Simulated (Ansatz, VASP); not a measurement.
# Two plane-wave programs on Sc

INCAR

```
PREC     = Accurate       # precision mode
ENCUT    = 520            # plane-wave cutoff, eV
EDIFF    = 1E-6           # SCF threshold, eV
ISMEAR   = -1             # smearing method
SIGMA    = 0.1            # smearing width, eV
LREAL    = False          # projectors in reciprocal space
LASPH    = True           # aspherical terms in the spheres
NELM     = 80             # most SCF steps
ALGO     = Normal         # electronic algorithm
ISIF     = 2              # what is computed and relaxed
LWAVE    = False          # write WAVECAR
LCHARG   = True           # write CHGCAR
GGA      = PE             # functional
LELF     = True           # ELF
LVHAR    = True         
NBANDS   = 12             # bands
```

KPOINTS

```
Automatic mesh
0
Gamma
  14 14 14
```

The input POSCAR:

```
Sc
1.0
   -1.9113786657      1.9113786657      1.9113786657
    1.9113786657     -1.9113786657      1.9113786657
    1.9113786657      1.9113786657     -1.9113786657
Sc
1
Direct
    0.0000000000      0.0000000000      0.0000000000
```

Input for Ansatz:

```yaml
crystal:
  lattice:
    - [-1.9113786657, 1.9113786657, 1.9113786657]
    - [1.9113786657, -1.9113786657, 1.9113786657]
    - [1.9113786657, 1.9113786657, -1.9113786657]
  atoms:
    - { symbol: Sc, position: [0.0, 0.0, 0.0] }
hamiltonian:
  xc: pbe
  pseudopotentials:
    kind: paw
    azcp:
      Sc: "pseudopotentials/Sc.paw.azcp"
basis:
  ecutwfc: 420
  fft_grid_basis: typed
kpoints:
  mp_grid: { grid: [14, 14, 14], shift: [0, 0, 0] }
magnetization:
  spin_polarized: false
scf:
  occupations: { method: fermi_dirac, width: 0.1 }
  lower_state_search: "off"
output:
  stress: true
```

Alike in both runs: task single point; functional PBE; k mesh 14 × 14 × 14; occupations fermi-dirac, width 0.1 eV; no spin polarisation.

|  | VASP | Ansatz |
| --- | --- | --- |
| version | VASP 6.6.1 | Ansatz 0.2.0 |
| potentials or method | VASP PAW PBE potentials, release 64 (Sc_sv) | plane waves (420 eV) with PAW, scalar-relativistic |
| plane-wave cutoff (eV) | 520 | 420 |
| valence electrons in the cell | 11 | 11 |

|  | VASP | Ansatz | Ansatz less VASP |
| --- | --- | --- | --- |
| pressure (GPa) | -4.9 | -4.9 | -0.01 |
